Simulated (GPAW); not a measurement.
Runs of GPAW 26.7.0 on MgSe. It takes space group Fm-3m (No. 225, cubic). The conventional cell has a = 5.451 Å, b = 5.451 Å, c = 5.451 Å, α = 90.00°, β = 90.00°, γ = 90.00°. Se (site symmetry m-3m) has 6 Mg at 2.73 Å as nearest neighbours. Mg (site symmetry m-3m) is surrounded by 6 Se at 2.73 Å. 

```tsv
task	level	potentials or basis	smearing	band path	band points	gap on the mesh (eV)	pressure (GPa)	V0 of scaled cells (Å³/atom)	B0 (GPa)
single point	TB-mBJ	GPAW PAW data sets for LDA (gpaw-data 1.2.1), pw	fermi-dirac 0.05 eV	-	-	2.75	-	-	-
single point	PBEsol	PAW data sets generated in the run's folder for this functional, pw	gaussian 0.02 eV	-	-	1.78	(d)	-	-
band structure	r2SCAN	GPAW PAW data sets (gpaw-data 1.2.1), pw	fermi-dirac 0.05 eV	GXWKGLUWLK,UX	60	2.51	0.9	-	-
equation of state	PBEsol	PAW data sets generated in the run's folder for this functional, pw	fermi-dirac 0.05 eV	-	-	-	-	(c)	65
single point	PBE	GPAW PAW data sets (gpaw-data 1.2.1), pw	gaussian 0.014 eV	-	-	1.82	(b)	-	-
equation of state	PBE	GPAW PAW data sets (gpaw-data 1.2.1), pw	fermi-dirac 0.05 eV	-	-	-	-	20.88	61
equation of state	LDA	the program's PAW data sets (release 1.2.1) made for this functional, pw	fermi-dirac 0.05 eV	-	-	-	-	19.61	(a)
band structure	LDA	the program's PAW data sets (release 1.2.1) made for this functional, pw	fermi-dirac 0.05 eV	GXWKGLUWLK,UX	60	1.66	-2.1	-	-
```

Alike in all rows: no spin polarisation; cell as given; k mesh 8 × 8 × 8; cutoff (eV) 800.

Estimate the missing entries.

(a) 69; (b) 2.0; (c) 20.25; (d) 0.0.

Caveats: the PAW data sets were made with another functional, which shifts forces and pressure a little (some runs); a model potential gives levels but no total energy (some runs).

A k mesh can miss the band edges, and the runs leave out spin-orbit coupling on Se.

Not every run made on this cell is shown here.
